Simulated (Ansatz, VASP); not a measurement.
## CoO: VASP beside Ansatz

```xyz
2
Lattice="0.0000 2.1456 2.1456 2.1456 0.0000 2.1456 2.1456 2.1456 0.0000" Properties=species:S:1:pos:R:3 pbc="T T T"
Co    0.0000    0.0000    0.0000
O     2.1456    2.1456    2.1456
```

Alike in both runs: task single point; functional PBE; k mesh 11 × 11 × 11; occupations fermi-dirac, width 0.05 eV; collinear spin.

```csv
,VASP,Ansatz
version,VASP 6.6.1,Ansatz 0.2.0
potentials or method,"VASP PAW PBE potentials, release 64 (Co, O)",Ansatz PAW
plane-wave cutoff (eV),520,420
valence electrons in the cell,15,23
```

Ansatz gave:

| Quantity | Value |
| --- | --- |
| gap on the k mesh at the Fermi level (eV) | none |
| pressure (GPa) | -5.0 |
| net moment per atom (μB) | 1.48 |
| size of the moment on the site where the two differ most (μB) | 2.52 |

**Question.** Which values does VASP return?

**Answer.** gap on the k mesh at the Fermi level (eV): none; pressure (GPa): -5.5; net moment per atom (μB): 1.47; size of the moment on the site where the two differ most (μB): 2.58.

Site moments also hang on the region over which each program counts them. A gap of «none» marks a metal or a gap that the smearing closes. The two sets of potentials don't hold the same shells in valence.

Caveats: a cell with one magnetic atom can't hold antiferromagnetic order, which such compounds often take; semilocal functionals often make such compounds metallic where correlation or magnetic order opens a gap, which also shifts bond lengths; the pressure holds a Pulay correction of +0.7 GPa for the finite cutoff (Ansatz).
